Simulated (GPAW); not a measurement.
## CdSe (F-43m): one start, several treatments of the self-energy

Aim: compare treatments of exchange, screening and correlation for the gap of CdSe (F-43m).

Program: GPAW 26.7.0. Level of theory: PBE and many-body steps on it, plane waves. Results are calculated unless marked as measured.

**The experiments to reproduce.**

- Gap 1.69 ± 0.02 eV: direct gap from (alpha E)^2 extrapolation; spectroscopic ellipsometry; 300 K; film (fully relaxed MBE film, 304 nm) on GaAs(100) (“Band gap bowing of binary alloys: Experimental results compared to theoretical tight-binding supercell calculations for CdZnSe”, 2010, arxiv:1007.2297).

### Step 1. Set-up

The structure is cubic, space group F-43m (No. 216). Conventional cell: a = 6.141 Å, b = 6.141 Å, c = 6.141 Å, α = 90.00°, β = 90.00°, γ = 90.00°. Nearest to Cd lie 4 Se at 2.66 Å. Nearest to Se lie 4 Cd at 2.66 Å. Farther neighbours and most contacts between anions are not listed.

As a file:

```xyz
2
Lattice="0.0000 3.0703 3.0703 3.0703 0.0000 3.0703 3.0703 3.0703 0.0000" Properties=species:S:1:pos:R:3 pbc="T T T"
Cd    0.0000    0.0000    0.0000
Se    4.6054    4.6054    4.6054
```

The cell and positions are those that the Materials Project relaxed with its own functionals (PBE, PBE+U or r2SCAN), kept fixed.

### Step 2. Empty states on the mesh, 4×4×4 mesh, 692 bands

This step: GPAW 26.7.0; DFT, PBE, plane waves, PAW.

The sums over transitions need many empty states on a uniform mesh; this step solves for them.

Contents of run.py:

```python
import json
import numpy as np
from gpaw.mpi import world
from gpaw import GPAW

calc = GPAW('gs.gpw').fixed_density(kpts={'size': (4, 4, 4), 'gamma': True},
    parallel={'domain': 1, 'band': 1},
    txt='nscf.txt')
calc.diagonalize_full_hamiltonian(nbands=692)
calc.write('full.gpw', mode='all')
res = {}
kpts = calc.get_ibz_k_points()
res['kpts'] = kpts
res['eigenvalues'] = [calc.get_eigenvalues(kpt=k) for k in range(len(kpts))]
res['n_electrons'] = calc.get_number_of_electrons()

if world.rank == 0:
    with open('result.json', 'w') as f:
        json.dump(res, f, default=lambda x: x.tolist())
```

Command:

```bash
$ mpirun -n 4 gpaw python run.py
```

Numbers of over 12 decimals in the logs are rounded to 6 here.

The program printed:

```text
Diagonalizing LCAO Hamiltonian
Converting LCAO to pw mode
convergence criteria:
- Maximum integral of absolute [eigenst]ate change: 4e-08 eV^2 / valence electron
maximum number of iterations: 100

SCF iterations
|iter     |     time |      energy | eigst |  dens |
|iter:   1|  |             | +0.79 |       |
|iter:   2|  |             | -0.93 |       |
|iter:   3|  |             | -2.54 |       |
[...]
|iter:   7|  |             | -7.29 |       |
|iter:   8|  |             | -7.25 |       |
|iter:   9|  |             | -7.75c|       |
SCF steps: 9
  __  _  _
 | _ |_)|_||  |
 |__||  | ||/\| - 26.7.0

Input parameters:
  mode=PW(ecut=450.000000),
  convergence={'density': 1e-06, 'bands': -3},
  gpts=array([24, 24, 24]),
  kpts=MonkhorstPack(size=(4, 4, 4), gamma=True),
  maxiter=100,
  nbands=16,
  occupations=Occupations(name='fermi-dirac', width=0.001, fixmagmom=False),
  parallel={'domain': 1, 'band': 1},
  xc=XC(name='PBE')
Matrix size: 1283x1283
# Writing to full.gpw (mode='all')
  [... matrices ...]

timing:  # [seconds]
  Total: 6.026  # ━━━━━━━━━━━━━━━━━━━━━━━━━━━━━━━━━━━━━━━━━━━━━━━━━━━━━━━━━━━
```

It took 12 s on 4 MPI ranks of Intel Xeon 6975P-C (Granite Rapids), shared host; peak memory 1.2 GiB; 45 s of CPU time.

This step gave:

- gap: 0.5427 eV
- k of the valence top: 0, 0, 0
- k of the conduction bottom: 0, 0, 0
- least direct gap: 0.5427 eV
- k points computed: 8
- lowest point of the top converged band, above the valence top: 289.1974 eV

On this mesh the gap is 0.543 eV.

### Step 3. G0W0, Godby-Needs plasmon pole

Now the one-shot GW correction: screening in the RPA, then the self-energy of the levels asked for.

This step: G0W0 on PBE, plane waves, PAW.

Contents of run.py:

```python
import json
import numpy as np
from gpaw.mpi import world
from gpaw.response.g0w0 import G0W0

gw = G0W0('full.gpw',
    filename='gw',
    kpts=[0],
    bands=(7, 11),
    ecut=180,
    nbands=317,
    integrate_gamma='WS',
    ppa=True)
gw.calculate()
res = {mode: {k: v for k, v in r.items() if k != 'sigma_eskwn'}
       for mode, r in gw.all_results.items()}

if world.rank == 0:
    with open('result.json', 'w') as f:
        json.dump(res, f, default=lambda x: x.tolist())
```

Command:

```bash
$ mpirun -n 4 gpaw python run.py
```

The program printed:

```text
Using integrator: PointIntegrator
FrequencyGridDescriptor(from 0.000+0.000j to 0.000+27.211j eV, 2 points)
Nonperiodic BCs:  [False False False]
Using integrator: PointIntegrator
FrequencyGridDescriptor(from 0.000+0.000j to 0.000+27.211j eV, 2 points)
Nonperiodic BCs:  [False False False]
  ___  _ _ _
 |   || | | |
 | | || | | |
 |__ ||_____|
 |___|

BZ k-points: Symmetries present (total): 24

  [... matrices ...]
64 k-points: 4 x 4 x 4 Monkhorst-Pack grid + [1/8,1/8,1/8]
8 k-points in the irreducible part of the Brillouin zone
       k-points in crystal coordinates                weights
   0:     0.00000000    0.00000000    0.00000000          1/64
   1:     0.25000000    0.25000000    0.00000000          6/64
   2:     0.25000000    0.25000000    0.25000000          8/64
   3:     0.50000000    0.25000000   -0.25000000          6/64
   4:     0.50000000    0.25000000    0.25000000         12/64
   5:     0.50000000    0.50000000    0.00000000          3/64
   6:     0.50000000    0.50000000    0.25000000         24/64
   7:     0.50000000    0.50000000    0.50000000          4/64

Distributing spins, k-points and bands (1 x 1 x 4) over 4 processes
Number of blocks: 1

Quasi particle states:
k-points (IBZ indices): [0]
Band range: (7, 11)
  [... matrices ...]
Computational parameters:
Plane wave cut-off: 180 eV
Number of bands: 317
Coulomb cutoff: None
Broadening: 0.1 eV

fxc modes: GW
Kernel: RPA
Using Godby-Needs plasmon-pole approximation:
  Fitting energy: i*E0, E0 = 1.000 Hartree
Summing all q:

Calculating screened Coulomb potential
No Coulomb truncation
FrequencyGridDescriptor(from 0.000+0.000j to 0.000+27.211j eV, 2 points)
Removing empty qpoint cache files...

Calculating chi0 body with:
    Ground state adapter containing:
    Number of spins: 1
    Number of kpoints: 64
    Number of irreducible kpoints: 8
    Number of completely occupied states: 9
    Number of partially occupied states: 9
    Occupied states memory: 1.8984375 M / cpu

    Linear response parametrization:
    q_c: [0.0, 0.0, 0.0]
    Number of frequency points: 2
    Planewave cutoff: 180.0
    Number of bands: 317
    Number of planewaves: 331
    Broadening (eta): 1e-06
    comm.size: 4
    kncomm.size: 4
    blockcomm.size: 1

    Memory estimate of potentially large arrays:
        chi0_wGG: 3.343536 M / cpu
Integrating chi0 body.

Symmetries of q_c:
    Direct symmetries (Uq -> q): 24
    Indirect symmetries (TUq -> q): 24
In total 48 allowed symmetries.

  [... matrices ...]
8 groups of equivalent kpoints. 87.5% reduction.

Integral kind: response function
Integrating chi0 head and wings.

Symmetries of q_c:
    Direct symmetries (Uq -> q): 24
    Indirect symmetries (TUq -> q): 24
In total 48 allowed symmetries.

  [... matrices ...]
8 groups of equivalent kpoints. 87.5% reduction.

Integral kind: response function wings

Calculating chi0 body with:
    Ground state adapter containing:
    Number of spins: 1
    Number of kpoints: 64
    Number of irreducible kpoints: 8
    Number of completely occupied states: 9
    Number of partially occupied states: 9
    Occupied states memory: 1.8984375 M / cpu

    Linear response parametrization:
[... the further q-points ...]

Results:
f:      Occupation numbers
eps:     KS-eigenvalues [eV]
vxc:     KS vxc [eV]
exx:     Exact exchange [eV]
sigma:   Self-energies [eV]
dsigma:  Self-energy derivatives
Z:       Renormalization factors
qp:      QP-energies [eV]

k-point 0 (0): (0.000, 0.000, 0.000)                GW
band       f     eps     vxc     exx   sigma  dsigma       Z      qp
                                                                   GW
   7   1.000   3.338 -17.244 -19.780   1.696  -0.276   0.784   2.679
   8   1.000   3.338 -17.244 -19.780   1.696  -0.276   0.784   2.679
   9   0.000   3.880 -12.616  -8.985  -3.510  -0.240   0.806   3.978
  10   0.000   9.246 -11.024  -6.476  -4.372  -0.249   0.800   9.388
```

Wall time 2.3 min (4 MPI ranks); peak memory 1.5 GiB; 9.4 min of CPU time.

Numbers from this step:

| Item | Value |
| --- | --- |
| G0W0 gap on the points computed | 1.299 eV |
| least direct G0W0 gap on the computed points | 1.299 eV |
| Z at the valence top | 0.7840 |
| Z at the conduction bottom | 0.8064 |
| starting gap on the mesh | 0.5427 eV |
| k of the valence top | 0, 0, 0 |
| k of the conduction bottom | 0, 0, 0 |

The gap on the mesh goes from 0.54 eV to 1.30 eV, a correction of +0.76 eV.

### Step 4. One-shot HSE06

This step: one-shot HSE06 levels on PBE orbitals, plane waves, PAW.

Contents of run.py:

```python
import json
import numpy as np
from gpaw.mpi import world
from gpaw.hybrids.eigenvalues import non_self_consistent_eigenvalues

dft, vxc, vxc_hyb = non_self_consistent_eigenvalues('full.gpw', 'HSE06', 7, 11, kpt_indices=[0])
res = {'dft': dft[0], 'hybrid': (dft - vxc + vxc_hyb)[0]}
if world.rank == 0:
    with open('hybrid.txt', 'w') as f:
        for k, e0, e1 in zip([0], res['dft'], res['hybrid']):
            print(k, ' '.join(f'{x:9.4f}' for x in e0), '|', ' '.join(f'{x:9.4f}' for x in e1), file=f)

if world.rank == 0:
    with open('result.json', 'w') as f:
        json.dump(res, f, default=lambda x: x.tolist())
```

Command:

```bash
$ mpirun -n 4 gpaw python run.py
```

The program printed:

```text
IBZ(<points: 8, symmetries: 24>)
Occupied bands: 9
Transforming wave functions from IBZ to BZ: 0.015 seconds
Distributing wave functions and iFFT-ing to real space: 0.145 seconds
Calculating eigenvalues:
  k-points: 1
  Bands: 7-10 (inclusive)
  Seconds: 0.248 (wave-function broadcasting: 0.004 seconds)
HSE06-eigenvalue shifts:
  min: -0.598 eV
  ave: -0.145 eV
  max: 0.402 eV
```

Run time: 5 s. Hardware: 4 MPI ranks; peak memory 0.86 GiB.

Numbers from this step:

* starting gap on the mesh: 0.5427 eV
* hybrid gap on the mesh: 1.352 eV
* least direct hybrid gap on the computed points: 1.352 eV

### Step 5. G0W0, extrapolated in the cutoff

This step: G0W0 on PBE, plane waves, PAW.

Contents of run.py:

```python
import json
import numpy as np
from gpaw.mpi import world
from gpaw.response.g0w0 import G0W0

gw = G0W0('full.gpw',
    filename='gw',
    kpts=[0],
    bands=(7, 11),
    ecut=300.0,
    integrate_gamma='WS',
    ppa=True,
    ecut_extrapolation=True)
gw.calculate()
res = {mode: {k: v for k, v in r.items() if k != 'sigma_eskwn'}
       for mode, r in gw.all_results.items()}

if world.rank == 0:
    with open('result.json', 'w') as f:
        json.dump(res, f, default=lambda x: x.tolist())
```

Command:

```bash
$ mpirun -n 4 gpaw python run.py
```

The program printed:

```text
Using integrator: PointIntegrator
FrequencyGridDescriptor(from 0.000+0.000j to 0.000+27.211j eV, 2 points)
Nonperiodic BCs:  [False False False]
Using integrator: PointIntegrator
FrequencyGridDescriptor(from 0.000+0.000j to 0.000+27.211j eV, 2 points)
Nonperiodic BCs:  [False False False]
  ___  _ _ _
 |   || | | |
 | | || | | |
 |__ ||_____|
 |___|

BZ k-points: Symmetries present (total): 24

  [... matrices ...]
64 k-points: 4 x 4 x 4 Monkhorst-Pack grid + [1/8,1/8,1/8]
8 k-points in the irreducible part of the Brillouin zone
       k-points in crystal coordinates                weights
   0:     0.00000000    0.00000000    0.00000000          1/64
   1:     0.25000000    0.25000000    0.00000000          6/64
   2:     0.25000000    0.25000000    0.25000000          8/64
[...]
6:     0.50000000    0.50000000    0.25000000         24/64
   7:     0.50000000    0.50000000    0.50000000          4/64

Distributing spins, k-points and bands (1 x 1 x 4) over 4 processes
Number of blocks: 1

Quasi particle states:
k-points (IBZ indices): [0]
Band range: (7, 11)
  [... matrices ...]
Computational parameters:
Extrapolating to infinite plane wave cut-off using points at:
  258.532 eV
  277.345 eV
  300.000 eV
Number of bands: 682
Coulomb cutoff: None
Broadening: 0.1 eV

fxc modes: GW
Kernel: RPA
Using Godby-Needs plasmon-pole approximation:
  Fitting energy: i*E0, E0 = 1.000 Hartree
Summing all q:

Calculating screened Coulomb potential
No Coulomb truncation
FrequencyGridDescriptor(from 0.000+0.000j to 0.000+27.211j eV, 2 points)
Removing empty qpoint cache files...

Calculating chi0 body with:
    Ground state adapter containing:
    Number of spins: 1
    Number of kpoints: 64
    Number of irreducible kpoints: 8
[...]
Linear response parametrization:
    q_c: [0.0, 0.0, 0.0]
    Number of frequency points: 2
    Planewave cutoff: 300.0
    Number of bands: 682
    Number of planewaves: 701
    Broadening (eta): 1e-06
    comm.size: 4
    kncomm.size: 4
    blockcomm.size: 1

    Memory estimate of potentially large arrays:
        chi0_wGG: 14.996368 M / cpu
Integrating chi0 body.

Symmetries of q_c:
    Direct symmetries (Uq -> q): 24
    Indirect symmetries (TUq -> q): 24
In total 48 allowed symmetries.

  [... matrices ...]
8 groups of equivalent kpoints. 87.5% reduction.

Integral kind: response function
Integrating chi0 head and wings.

Symmetries of q_c:
    Direct symmetries (Uq -> q): 24
    Indirect symmetries (TUq -> q): 24
In total 48 allowed symmetries.

  [... matrices ...]
8 groups of equivalent kpoints. 87.5% reduction.

Integral kind: response function wings

Calculating chi0 body with:
    Ground state adapter containing:
    Number of spins: 1
    Number of kpoints: 64
    Number of irreducible kpoints: 8
    Number of completely occupied states: 9
    Number of partially occupied states: 9
    Occupied states memory: 1.8984375 M / cpu

    Linear response parametrization:
[... the further q-points ...]
Extrapolating selfenergy to infinite energy cutoff:
  Performing linear fit to 3 points
  Warning: Bad quality of linear fit for some (n,k).
           Higher cutoff might be necessary.
  Minimum R^2 = 0.8804. (R^2 Should be close to 1)
  [... matrices ...]
Results:
f:      Occupation numbers
eps:     KS-eigenvalues [eV]
vxc:     KS vxc [eV]
exx:     Exact exchange [eV]
sigma:   Self-energies [eV]
dsigma:  Self-energy derivatives
Z:       Renormalization factors
qp:      QP-energies [eV]

k-point 0 (0): (0.000, 0.000, 0.000)                GW
band       f     eps     vxc     exx   sigma  dsigma       Z      qp
                                                                   GW
   7   1.000   3.338 -17.244 -19.780   1.570  -0.276   0.784   2.581
   8   1.000   3.338 -17.244 -19.780   1.570  -0.276   0.784   2.581
   9   0.000   3.880 -12.616  -8.985  -3.561  -0.241   0.806   3.937
  10   0.000   9.246 -11.024  -6.476  -4.413  -0.250   0.800   9.355
```

Elapsed: 34 min, on 4 MPI ranks; peak memory 2.1 GiB; 2.2 h of CPU time.

Numbers from this step:

```yaml
quasiparticle_gap_on_the_points_computed: 1.356 eV
least_direct_quasiparticle_gap_on_the_computed_points: 1.356 eV
z_at_the_valence_top: 0.7835
z_at_the_conduction_bottom: 0.8061
starting_gap_on_the_mesh: 0.5427 eV
k_of_the_valence_top: 0, 0, 0
k_of_the_conduction_bottom: 0, 0, 0
gaps_at_the_cutoffs_of_the_extrapolation: 1.319, 1.322, 1.326 eV
```

Against G0W0 in GPAW (4×4×4 mesh, 317 bands, screening to 180 eV, Godby-Needs plasmon pole), the gap moves by +0.057 eV.

[end of part 1 of 2]

[Paths, hosts, dates, memory and timing lines, banners, echoed tables and standing remarks are left out of the program output.]

[Logs are printed without paths, hosts, clocks, repeated set-up lines and the standing remarks that a program may print on its own settings, such as how far it seeks lower states.]

[Runs of the session that timed out or met a known fault of the program may be left out.]

[Hosts, paths, dates, database ids (printed as entryN), source tags and the programs' standing remarks are cut or masked in the printed files.]
